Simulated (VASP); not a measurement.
# BaTiO3: relaxation of cell and atoms with PBE+D3(BJ)

The system is BaTiO3.

```xyz
5
Lattice="3.9998 0.0000 0.0000 0.0000 3.9998 0.0000 0.0000 0.0000 4.0180" Properties=species:S:1:pos:R:3 pbc="T T T"
Ba    0.0000    0.0000    0.0000
Ti    1.9999    1.9999    1.9688
O     0.0000    1.9999    2.0773
O     1.9999    0.0000    2.0773
O     1.9999    1.9999    0.0763
```

- Program: VASP 6.6.1
- Task: relaxation of cell and atoms
- Functional: PBE
- Dispersion: D3(BJ)
- Potentials or basis: VASP PAW PBE potentials, release 64 (Ba_sv, Ti_sv, O)
- Cutoff: 600 eV
- k mesh: 7 × 7 × 7
- Occupations: fermi-dirac, width 0.05 eV
- Spin: no spin polarisation
- Further INCAR settings: ALGO = Fast; EDIFF = 1e-07; IBRION = 2; EDIFFG = -0.02; NSW = 40; ISIF = 3

```yaml
Relaxed_volume: 13.06 Å³/atom
Relaxed_cell: a = 3.984 Å, b = 3.984 Å, c = 4.114 Å, α = 90.00°, β = 90.00°, γ = 90.00°
Space_group_after_relaxing_to_0.05_Å: P4mm (No. 99)
Energy_gained_by_relaxing: 3.1 meV/atom
Ionic_steps: 17
Pressure_after_relaxing: 0.0 GPa
Largest_force_after_relaxing: 0.012 eV/Å
Band_gap_on_the_k_mesh: 1.90 eV, indirect (least direct gap 2.26 eV)
Dispersion_energy_per_atom: -0.260 eV
```

Forces on the atoms (eV/Å):
```
Ba   0.000  0.000  0.003
Ti   0.000  0.000 -0.012
O    0.000  0.000 -0.001
O    0.000  0.000 -0.001
O    0.000  0.000  0.011
```

Stress tensor (GPa, compression positive):
```
 0.04  0.00  0.00
 0.00  0.04  0.00
 0.00  0.00 -0.07
```

Step by step:
```tsv
step	energy change (eV)	largest force (eV/Å)	pressure (GPa)	volume (Å³)
1	0.0000	0.2777	0.67	64.28
2	-0.0063	0.1896	-0.33	64.78
3	-0.0076	0.1749	-0.99	65.14
4	-0.0110	0.0903	0.03	64.90
5	-0.0111	0.0925	0.24	64.85
6	-0.0127	0.0743	0.23	64.92
7	-0.0139	0.0798	0.23	64.99
8	-0.0138	0.1117	0.26	65.14
9	-0.0143	0.0950	0.24	65.06
10	0.1793	0.0641	0.80	65.30
11	-0.0113	0.1166	-1.36	66.03
12	-0.0148	0.0452	-0.65	65.58
13	-0.0150	0.0525	-0.49	65.48
14	-0.0151	0.0609	-0.34	65.39
15	-0.0154	0.0680	0.12	65.28
16	-0.0155	0.0544	0.01	65.31
17	-0.0156	0.0119	0.00	65.29
```

Final structure:
```cif
data_structure
_symmetry_space_group_name_H-M 'P 1'
_symmetry_Int_Tables_number 1
_cell_length_a 3.9840
_cell_length_b 3.9840
_cell_length_c 4.1135
_cell_angle_alpha 90.000
_cell_angle_beta 90.000
_cell_angle_gamma 90.000
_cell_volume 65.29
loop_
_atom_site_label
_atom_site_type_symbol
_atom_site_fract_x
_atom_site_fract_y
_atom_site_fract_z
_atom_site_occupancy
Ba1 Ba 0.00000 0.00000 0.99669 1
Ti1 Ti 0.50000 0.50000 0.47885 1
O1 O 0.00000 0.50000 0.51762 1
O2 O 0.50000 0.00000 0.51762 1
O3 O 0.50000 0.50000 0.03222 1
```

Levels at points of the mesh, in eV from the valence-band top:
```tsv
k point	band 18	band 19	band 20	band 21	band 22	band 23
(0.00, 0.00, 0.00)	-0.55	-0.37	-0.37	1.90	2.35	2.35
```

Run time: 14 min on 1 thread of AMD EPYC 9R45 96-Core Processor (Zen 5) (shared host), peak memory 0.23 GiB.

Caveat: spin-orbit coupling is left out, which moves the levels of the heavy elements; an odd mesh through Γ misses points on the zone boundary, where band edges often lie. Zero-point motion and thermal expansion aren't in these numbers.
